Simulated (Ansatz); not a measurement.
Ansatz input file:

```yaml
crystal:
  lattice:
    - [4.7212882301, -2.7006598703, 0.0026875062]
    - [4.7212882301, 2.7006598703, 0.0026875062]
    - [-0.0017728041, 0.0, 3.4956630663]
  atoms:
    - { symbol: "Y", position: [0.3250104642, 0.3250104642, 1.0259386973] }
    - { symbol: "Y", position: [0.0, 0.0, 0.5] }
    - { symbol: "Y", position: [0.6749895358, 0.6749895358, -0.0259386973] }
basis:
  ecutwfc: 420
kpoints:
  mp_grid: { grid: [10, 10, 12] }
hamiltonian:
  xc: pbe
scf:
  occupations: { method: gaussian, width: 0.1 }
output:
  forces: true
  stress: true
  eigenvalues: true
  write_density: true
  write_potential: true
  elf: true
  volumetric_format: npy
```

Launched with
```bash
ansatz run input.yaml --threads 1 --pin off --max-ram 1331MiB --backend cpu --events-out ev --progress --plain --runs-dir out
```

Level of theory: DFT PBE, scalar-relativistic, plane waves, PAW in Ansatz.

From the run's log, abridged (iterations and final results):

```
SCF iter   1: F=—  HF=-11545.654093 eV  |F-HF|=—  |Δ(HF+E_count)|=         —  Δρ=2.67e-3  dr2=5.62e-3  ethr=1.77e-3  ⟨swp⟩=4.4  Hψ=28708  notcnv=0
SCF iter   2: F=—  HF=-11545.652656 eV  |F-HF|=—  |Δ(HF+E_count)|=   1.44e-3  Δρ=1.69e-3  dr2=2.37e-3  ethr=1.70e-5  ⟨swp⟩=2.3  Hψ=13122  notcnv=0
SCF iter   3: F=—  HF=-11545.653026 eV  |F-HF|=—  |Δ(HF+E_count)|=   3.69e-4  Δρ=3.02e-4  dr2=7.58e-5  ethr=7.18e-6  ⟨swp⟩=2.6  Hψ=11378  notcnv=0
SCF iter   4: F=—  HF=-11545.653020 eV  |F-HF|=—  |Δ(HF+E_count)|=   5.87e-6  Δρ=1.36e-4  dr2=1.07e-5  ethr=2.30e-7  ⟨swp⟩=2.1  Hψ=10336  notcnv=0
SCF iter   5: F=—  HF=-11545.653020 eV  |F-HF|=—  |Δ(HF+E_count)|=   1.04e-7  Δρ=1.55e-5  dr2=1.82e-7  ethr=3.25e-8  ⟨swp⟩=2.2  Hψ=12248  notcnv=0
SCF iter   6: F=-11545.653020 eV  HF=-11545.653020 eV  |F-HF|=3.50e-9  |Δ(HF+E_count)|=   6.13e-8  Δρ=3.52e-6  dr2=9.88e-9  ethr=3.03e-10  ⟨swp⟩=8.3  Hψ=42260  notcnv=0
SCF 1 converged in 6 iterations: F = -11545.653020 eV  dr2 = 9.88e-9
SCF converged after 6 iterations
Free energy (F): -11545.653020 eV
Harris-Foulkes:  -11545.653020 eV  (|F-HF|=3.50e-9)
Internal energy: -11545.623495 eV  (E = F + TS)
E sigma→0 (E₀):  -11545.638258 eV
Entropy (-TS):   -0.029525 eV (-9.842 meV/atom)
Fermi energy:    10.434007 eV
--- Per-component energies (eV) ---
  E_band       = -322.685522
  E_kinetic    = 919.811878
  E_local      = -1746.186013  (includes V_loc(G=0)·N_el)
  E_nonlocal   = 151.320853
  E_hartree    = 555.716996
  E_xc         = -521.096448
  E_vxc        = -598.750907  (∫ρ·V_xc dr)
  E_paw        = -8476.478292  (= ΣΔE_a)
  E_vpaw       = -160.312182  (= ΣTr[D̂ρ^β])
  E_aug_tail   = 0.000009  (compensation charges beyond the density's cutoff)
  E_ewald      = -2428.712479
  E_smearing   = -0.029525  (= −TS)
--- Forces (eV/Å), atoms counted from 1 ---
  atom   1  Y      0.64810952     0.00000000    -0.10333001
  atom   2  Y      0.00000000     0.00000000     0.00000000
  atom   3  Y     -0.64810952     0.00000000     0.10333001
--- Stress (GPa, compression-positive) ---
        4.170253       0.000000       0.069327
        0.000000       5.899845       0.000000
        0.069327       0.000000       2.514817
  P = ⅓ Tr σ = 4.1950 GPa (41.950 kbar)
--- Band table (eV; the first three rows and the last of 337) ---
  k-point 0: bands = ["-31.9852", "-31.8180", "-31.8016", "-12.4349", "-12.1741", "-12.0488", "-11.9690", "-11.8371", "-11.6360", "-11.5766", "-11.5526", "-11.4837", "5.7601", "9.2788", "10.5979", "10.6169", "10.6744", "10.8202", "11.1196", "12.4212", "12.9302"]
  k-point 1: bands = ["-31.9822", "-31.8170", "-31.7995", "-12.4313", "-12.1710", "-12.0386", "-11.9617", "-11.8622", "-11.6602", "-11.6064", "-11.5577", "-11.4862", "5.8842", "9.3955", "10.4990", "10.5062", "10.6271", "10.6720", "11.3142", "12.4963", "12.7803"]
  k-point 2: bands = ["-31.9741", "-31.8145", "-31.7940", "-12.4215", "-12.1626", "-12.0094", "-11.9411", "-11.9298", "-11.7253", "-11.6869", "-11.5731", "-11.4934", "6.2415", "9.6890", "10.1740", "10.2281", "10.4218", "10.4588", "11.8869", "12.4673", "12.6817"]
  k-point 336: bands = ["-31.9119", "-31.8029", "-31.8016", "-12.4144", "-12.2700", "-12.2022", "-12.0327", "-11.8485", "-11.8225", "-11.7789", "-11.7269", "-11.4946", "8.7182", "9.0372", "9.4699", "10.2848", "10.4081", "10.6459", "11.5787", "11.8520", "12.0578"]
```

Self-consistency was reached.